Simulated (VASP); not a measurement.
# ZnS in VASP: further runs

Runs on ZnS. Level: PBE. Tasks: single point.

All numbers are computed with VASP 6.6.1; they aren't measurements. Logs are shortened: lines on timing, memory, paths and dates and some standing lists are left out, and cuts for length are marked.

## 1. Starting point

The cell holds a slab with vacuum, 12 atoms: a = 3.806 Å, b = 3.806 Å, c = 28.367 Å, α = 90.00°, β = 90.00°, γ = 120.00°.

## 2. Single point, PBE

INCAR reads:

```
SYSTEM = ZnS
  PREC = Accurate
  ENCUT = 250
  EDIFF = 1E-7
  ISMEAR = 0
  SIGMA = 0.05
  LREAL = .False.
  LASPH = .True.
  NELM = 120
  ALGO = Normal
  ISIF = 2
  LWAVE = .False.
  LCHARG = .False.
  LDIPOL = .True.
  IDIPOL = 3
  DIPOL = 0.5 0.5 0.500
  GGA = PE
  NBANDS = 74
  LVHAR = .True.
  LVACPOTAV = .True.
```

KPOINTS reads:

```
Automatic mesh
0
Gamma
  3 3 1
  0 0 0
```

POSCAR reads:

```
ZnS
1.0
    3.8061424014      0.0000000000      0.0000000000
   -1.9030712007      3.2962160100      0.0000000000
    0.0000000000      0.0000000000     28.3669552874
S Zn
6 6
Direct
    0.6666666667      0.3333333333      0.2114679298
    0.0000000000      0.0000000000      0.3214896931
    0.6666666667      0.3333333333      0.4311274908
    0.3333333333      0.6666666667      0.5411454627
    0.6666666667      0.3333333333      0.6511672260
    0.3333333333      0.6666666667      0.7608050237
    0.0000000000      0.0000000000      0.2391736374
    0.6666666667      0.3333333333      0.3489456765
    0.3333333333      0.6666666667      0.4587629737
    0.6666666667      0.3333333333      0.5688511703
    0.3333333333      0.6666666667      0.6786232094
    0.0000000000      0.0000000000      0.7884405066
```

Potentials or basis: VASP PAW PBE potentials, release 64 (S, Zn).

Launch:

```
cat potpaw_PBE.64/S/POTCAR potpaw_PBE.64/Zn/POTCAR > POTCAR
mpirun -np 1 vasp_std > vasp.out
```

OUTCAR:

```text
SYSTEM = ZnS
   PREC = Accurate
   ENCUT = 250
   EDIFF = 1E-7
   ISMEAR = 0
   LREAL = .False.
   LASPH = .True.
   NELM = 120
   ISIF = 2
   GGA = PE

 Found      3 irreducible k-points:

 Following reciprocal coordinates:
            Coordinates               Weight
  0.000000  0.000000  0.000000      1.000000
  0.333333  0.000000  0.000000      6.000000
  0.333333  0.333333  0.000000      2.000000
   k-points           NKPTS =      3   k-points in BZ     NKDIM =      3   number of bands    NBANDS=     74
   number of dos      NEDOS =    301   number of ions     NIONS =     12
   total plane-waves  NPLWV =  60000
   dimension x,y,z NGX =    20 NGY =   20 NGZ =  150
   dimension x,y,z NGXF=    40 NGYF=   40 NGZF=  300
   ions per type =               6   6
   NGX,Y,Z   is equivalent  to a cutoff of   8.74,  8.74,  8.79 a.u.
   NGXF,Y,Z  is equivalent  to a cutoff of  17.47, 17.47, 17.58 a.u.
 SYSTEM =  ZnS
   PREC   = accura    normal or accurate (medium, high low for compatibility)
   ISTART =      0    job   : 0-new  1-cont  2-samecut
   ICHARG =      2    charge: 1-file 2-atom 10-const
   ISPIN  =      1    spin polarized calculation?
   LNONCOLLINEAR =      F non collinear calculations
   LSORBIT =      F    spin-orbit coupling
   LASPH  =      T    aspherical Exc in radial PAW
   ENCUT  =  250.0 eV  18.37 Ry    4.29 a.u.   4.91  4.91 36.57*2*pi/ulx,y,z
   NELM   =    120;   NELMIN=  2; NELMDL= -5     # of ELM steps
   EDIFF  = 0.1E-06   stopping-criterion for ELM
   LREAL  =      F    real-space projection
   EDIFFG = 0.1E-05   stopping-criterion for IOM
   NSW    =      0    number of steps for IOM
   IBRION =     -1    ionic relax: 0-MD 1-quasi-New 2-CG
   NFREE  =      0    steps in history (QN), initial steepest desc. (CG)
   ISIF   =      2    stress and relaxation
   ISYM   =      2    0-nonsym 1-usesym 2-fastsym
   POTIM  = 0.5000    time-step for ionic-motion
   TEBEG  =    0.0;   TEEND  =   0.0 temperature during run
   PSTRESS=    0.0 pullay stress
   NELECT =     108.0000    total number of electrons
   NUPDOWN=      -1.0000    fix difference up-down
   EMIN   =  10.00;   EMAX   =-10.00  energy-range for DOS
   EFERMI =   0.00;   METHOD = LEGACY
   ISMEAR =     0;   SIGMA  =   0.05  broadening in eV -4-tet -1-fermi 0-gaus
   EFERMI_NEDOS =   21; number of points for ismear=-14 and -15
   IALGO  =     38    algorithm
   IMIX   =      4    mixing-type and parameters
     AMIX     =   0.40;   BMIX     =  1.00
     AMIX_MAG =   1.60;   BMIX_MAG =  1.00
  volume/ion in A,a.u.               =      29.66       200.14
  Fermi-wavevector in a.u.,A,eV,Ry     =   1.100132  2.078949 16.467012  1.210291
  Thomas-Fermi vector in A             =   2.236538
   LORBIT       =      0    0 simple, 1 ext, 2 COOP (PROOUT), +10 PAW based schemes
   GGA     = PE    functional components
   LHFCALC =     F    Hartree Fock is set to
   AEXX    =    0.0000 exact exchange contribution
   IVDW    =     0    specifies the selected vdW correction
   LEPSILON=     F    determine dielectric tensor
   LRPA    =     F    only Hartree local field effects (RPA)
 non-spin polarized calculation
 Gauss-broadening in eV      SIGMA  =   0.05
  energy-cutoff  :      250.00
  volume of cell :      355.89
 maximum number of plane-waves:      3249
 NGX is ok and might be reduce to    20
   NGX =  9   NGY =  9   NGZ = 73

 dipolmoment           0.000000      0.000000      0.038253 electrons x Angstroem

 number of electron     107.9999914 magnetization

 dipolmoment           0.000000      0.000000     -0.266226 electrons x Angstroem

 Free energy of the ion-electron system (eV)
  ---------------------------------------------------
  ext. energy  EPLUGINS =         0.00000000
  ---------------------------------------------------
  free energy    TOTEN  =       -38.14143331 eV

  energy without entropy =      -38.12901314  energy(sigma->0) =      -38.13522323

 E-fermi :   0.4724     XC(G=0):  -6.8934

 val. band max:        0.1475897661   @ k =   0.0000   0.0000   0.0000
 cond. band min:       0.5082337886   @ k =   0.3333   0.0000   0.0000
 fundamental gap:      0.3606440225
 Fermi energy:         0.4724447533

 k-point     1 :       0.0000    0.0000    0.0000
  band No.  band energies     occupation
      1     -14.7563      2.00000
      2     -14.0435      2.00000
      3     -13.4618      2.00000
      4     -12.9445      2.00000
      5     -12.4131      2.00000
      6     -11.5414      2.00000
      7      -8.3099      2.00000
      8      -8.3099      2.00000
      9      -8.2083      2.00000
     10      -7.9063      2.00000
     11      -7.9063      2.00000
     12      -7.8090      2.00000
     13      -7.8090      2.00000
     14      -7.7101      2.00000
     15      -7.4223      2.00000
     16      -7.4223      2.00000
     17      -7.2020      2.00000
     18      -7.2019      2.00000
     19      -7.1551      2.00000
     20      -6.8045      2.00000
     21      -6.8045      2.00000
     22      -6.6832      2.00000
     23      -6.6832      2.00000
     24      -6.6724      2.00000
     25      -6.2848      2.00000
     26      -6.2848      2.00000
     27      -6.2726      2.00000
     28      -6.2096      2.00000
     29      -6.2096      2.00000
     30      -6.0103      2.00000
     31      -5.8753      2.00000
     32      -5.8753      2.00000
     33      -5.8011      2.00000
     34      -5.8011      2.00000
     35      -5.6098      2.00000
     36      -5.4615      2.00000
     37      -5.4615      2.00000
     38      -4.8547      2.00000
     39      -3.8689      2.00000
     40      -2.7757      2.00000
     41      -2.4381      2.00000
     42      -2.4381      2.00000
     43      -1.7540      2.00000
     44      -1.7539      2.00000
     45      -1.5748      2.00000
     46      -1.1691      2.00000
     47      -1.1691      2.00000
     48      -0.6488      2.00000
     49      -0.6488      2.00000
     50      -0.1943      2.00000
     51      -0.1446      2.00000
     52      -0.1446      2.00000
     53       0.1476      2.00000
     54       0.5375      0.06579
     55       0.5375      0.06575
     56       1.8582      0.00000
     57       2.0268      0.00000
     58       2.3987      0.00000
     59       2.9161      0.00000
     60       3.5693      0.00000
     61       3.8530      0.00000
     62       4.0529      0.00000
     63       4.9766      0.00000
     64       4.9766      0.00000
     65       5.3871      0.00000
     66       5.4057      0.00000

 k-point     2 :       0.3333    0.0000    0.0000
  band No.  band energies     occupation
      1     -14.2393      2.00000
      2     -13.5592      2.00000
      3     -12.9798      2.00000
      4     -12.4689      2.00000
      5     -11.9640      2.00000
      6     -11.0922      2.00000
      7      -8.2748      2.00000
      8      -8.1959      2.00000
      9      -8.0366      2.00000
     10      -7.9151      2.00000
     11      -7.8693      2.00000
     12      -7.7793      2.00000
     13      -7.6919      2.00000
     14      -7.5811      2.00000
     15      -7.4265      2.00000
     16      -7.3916      2.00000
     17      -7.1750      2.00000
     18      -7.0815      2.00000
     19      -7.0012      2.00000
     20      -6.8324      2.00000
     21      -6.7768      2.00000
     22      -6.6575      2.00000
     23      -6.5623      2.00000
     24      -6.4800      2.00000
     25      -6.3090      2.00000
     26      -6.2545      2.00000
     27      -6.1788      2.00000
     28      -6.0883      2.00000
     29      -6.0068      2.00000
     30      -5.9297      2.00000
     31      -5.8314      2.00000
     32      -5.7808      2.00000
     33      -5.7637      2.00000
     34      -5.7407      2.00000
     35      -5.5829      2.00000
     36      -5.4626      2.00000
     37      -5.4467      2.00000
     38      -5.3971      2.00000
     39      -4.8632      2.00000
     40      -4.4256      2.00000
     41      -4.1131      2.00000
     42      -3.8046      2.00000
     43      -3.3918      2.00000
     44      -3.2611      2.00000
     45      -3.0202      2.00000
     46      -2.6576      2.00000
     47      -2.4899      2.00000
     48      -2.0721      2.00000
     49      -2.0241      2.00000
     50      -1.5480      2.00000
     51      -1.1890      2.00000
     52      -1.0052      2.00000
     53      -0.2945      2.00000
     54      -0.0006      2.00000
     55       0.5082      0.31141
     56       2.3886      0.00000
     57       2.8575      0.00000
     58       3.1543      0.00000
     59       3.6746      0.00000
     60       4.1549      0.00000
     61       4.4027      0.00000
     62       4.6355      0.00000
     63       4.8272      0.00000
     64       5.1045      0.00000
     65       5.4592      0.00000
     66       5.9524      0.00000

 k-point     3 :       0.3333    0.3333    0.0000
  band No.  band energies     occupation
      1     -13.9419      2.00000
      2     -13.2863      2.00000
      3     -12.7078      2.00000
      4     -12.2015      2.00000
      5     -11.7141      2.00000
      6     -10.8443      2.00000
      7      -8.2108      2.00000
      8      -8.0251      2.00000
      9      -7.9822      2.00000
     10      -7.9114      2.00000
     11      -7.8059      2.00000
     12      -7.7399      2.00000
     13      -7.5403      2.00000
     14      -7.4280      2.00000
     15      -7.3920      2.00000
     16      -7.2820      2.00000
     17      -7.0922      2.00000
     18      -7.0099      2.00000
     19      -6.8224      2.00000
     20      -6.8181      2.00000
     21      -6.7161      2.00000
     22      -6.5703      2.00000
     23      -6.4853      2.00000
     24      -6.4282      2.00000
     25      -6.2990      2.00000
     26      -6.2978      2.00000
     27      -6.2055      2.00000
     28      -6.1271      2.00000
     29      -5.9486      2.00000
     30      -5.9460      2.00000
     31      -5.8281      2.00000
     32      -5.8001      2.00000
     33      -5.7376      2.00000
     34      -5.7129      2.00000
     35      -5.5990      2.00000
     36      -5.5043      2.00000
     37      -5.4001      2.00000
     38      -5.3663      2.00000
     39      -5.1800      2.00000
     40      -4.9600      2.00000
     41      -4.8868      2.00000
     42      -4.5440      2.00000
     43      -4.3593      2.00000
     44      -3.9202      2.00000
     45      -3.7301      2.00000
     46      -3.6520      2.00000
     47      -3.0334      2.00000
     48      -2.9793      2.00000
     49      -2.9435      2.00000
     50      -2.3317      2.00000
     51      -1.8846      2.00000
     52      -1.8559      2.00000
     53      -1.3206      2.00000
     54      -0.0576      2.00000
     55       0.9513      0.00000
     56       3.4519      0.00000
     57       3.5193      0.00000
     58       3.9251      0.00000
     59       4.4692      0.00000
     60       4.6079      0.00000
     61       5.0148      0.00000
     62       5.4238      0.00000
     63       5.7414      0.00000
     64       5.8670      0.00000
     65       6.0223      0.00000
     66       6.2623      0.00000
 [bands above 66 left out]

------------------------ aborting loop because EDIFF is reached ----------------------------------------

  FORCE on cell =-STRESS in cart. coord.  units (eV):
  Direction    XX          YY          ZZ          XY          YZ          ZX
  --------------------------------------------------------------------------------------
  -------------------------------------------------------------------------------------
  Total       -3.3270716     -3.3270716     -1.7664021     -0.0000000      0.0000000      0.0000000
  in kB      -14.9781891    -14.9781891     -7.9521896     -0.0000000      0.0000000      0.0000000
  external PRESSURE =     -12.6361893 kB  Pullay stress =       0.0000000 kB

 VOLUME and BASIS-vectors are now :
 -----------------------------------------------------------------------------
  energy-cutoff  :      250.00
  volume of cell :      355.89
      direct lattice vectors                 reciprocal lattice vectors
     3.806142401  0.000000000  0.000000000     0.262733207  0.151689088  0.000000000
    -1.903071201  3.296216010  0.000000000     0.000000000  0.303378176  0.000000000
     0.000000000  0.000000000 28.366955287     0.000000000  0.000000000  0.035252285

 POSITION                                       TOTAL-FORCE (eV/Angst)
 -----------------------------------------------------------------------------------
      1.90307      1.09874      5.99870        -0.000000     -0.000000     -0.203701
      0.00000      0.00000      9.11968        -0.000000     -0.000000      0.413200
      1.90307      1.09874     12.22977        -0.000000     -0.000000      0.288199
     -0.00000      2.19748     15.35065        -0.000000     -0.000000      0.288814
      1.90307      1.09874     18.47163        -0.000000     -0.000000      0.302683
     -0.00000      2.19748     21.58172        -0.000000     -0.000000      0.795710
      0.00000      0.00000      6.78463        -0.000000     -0.000000     -0.282300
      1.90307      1.09874      9.89853        -0.000000      0.000000     -0.276076
     -0.00000      2.19748     13.01371         0.000000      0.000000     -0.281281
      1.90307      1.09874     16.13658         0.000000     -0.000000     -0.320145
     -0.00000      2.19748     19.25047        -0.000000     -0.000000     -0.425062
      0.00000      0.00000     22.36566         0.000000     -0.000000     -0.300041
 -----------------------------------------------------------------------------------
    total drift:                               -0.000007      0.000016      0.013956

  FREE ENERGIE OF THE ION-ELECTRON SYSTEM (eV)
  ---------------------------------------------------
  free  energy   TOTEN  =       -38.1414333142 eV

  energy  without entropy=      -38.1290131402  energy(sigma->0) =      -38.13522323

 vacuum level on the upper side and lower side of the slab         3.468         7.318
```

It took 1.8 min on 1 thread of AMD EPYC 9R45 (Zen 5), shared host; peak memory 0.2 GiB.

The run converged, but a check on its numbers failed (symmetry, net force, bounds or a known fault of this set-up), so they aren't taken as properties of the slab.

Caveat: the k mesh is coarse (spacing up to 0.64 Å⁻¹), so the values aren't converged; the cutoff lies under the usual one of these potentials, so the numbers hold a large basis-set error.

## 3. Single point, PBE

Changes to INCAR since step 2:

```diff
@@ -2,3 +2,3 @@
   PREC = Accurate
-  ENCUT = 250
+  ENCUT = 400
   EDIFF = 1E-7
```

KPOINTS is that of step 2.

POSCAR is that of step 2.

Potentials or basis: VASP PAW PBE potentials, release 64 (S, Zn).

Launch:

```
cat potpaw_PBE.64/S/POTCAR potpaw_PBE.64/Zn/POTCAR > POTCAR
mpirun -np 1 vasp_std > vasp.out
```

It took 3.5 min on 1 thread of AMD EPYC 9R45 (Zen 5), shared host; peak memory 0.35 GiB.

The run converged, but some of its settings lie outside the range that counts as converged, so its numbers aren't taken as properties of the slab.

What came out:

* Free energy: -38.3161 eV
* Largest force: 0.798 eV/Å
* Band gap on the k mesh: none (metal or under the smearing width)
* Work function of the upper face: 3.00 eV
* Work function of the lower face: 6.83 eV

Caveat: the k mesh is coarse (spacing up to 0.64 Å⁻¹), so the values aren't converged.

## 4. Single point, PBE

This run uses another cell than the first one, of 23.38 Å³/atom, 0.788 times its volume.

INCAR is that of step 3.

KPOINTS reads:

```
Automatic mesh
0
Gamma
  7 7 1
  0 0 0
```

POSCAR reads:

```
ZnS
1.0
    3.8061424014      0.0000000000      0.0000000000
   -1.9030712007      3.2962160100      0.0000000000
    0.0000000000      0.0000000000     22.3669552874
S Zn
6 6
Direct
    0.6666666667      0.3333333333      0.1340683733
    0.0000000000      0.0000000000      0.2736037905
    0.6666666667      0.3333333333      0.4126522424
    0.3333333333      0.6666666667      0.5521828513
    0.6666666667      0.3333333333      0.6917182685
    0.3333333333      0.6666666667      0.8307667204
    0.0000000000      0.0000000000      0.1692062165
    0.6666666667      0.3333333333      0.3084249203
    0.3333333333      0.6666666667      0.4477010230
    0.6666666667      0.3333333333      0.5873206945
    0.3333333333      0.6666666667      0.7265393984
    0.0000000000      0.0000000000      0.8658155010
```

Launch:

```
cat potpaw_PBE.64/S/POTCAR potpaw_PBE.64/Zn/POTCAR > POTCAR
mpirun -np 1 vasp_std > vasp.out
```

Wall time 5.2 min (1 thread of AMD EPYC 9R45 (Zen 5), shared host); peak memory 0.34 GiB.

The run converged, but some of its settings lie outside the range that counts as converged, so its numbers aren't taken as properties of the slab.

Results:

- Free energy: -38.8550 eV
- Largest force: 0.723 eV/Å
- Band gap on the k mesh: none (metal or under the smearing width)
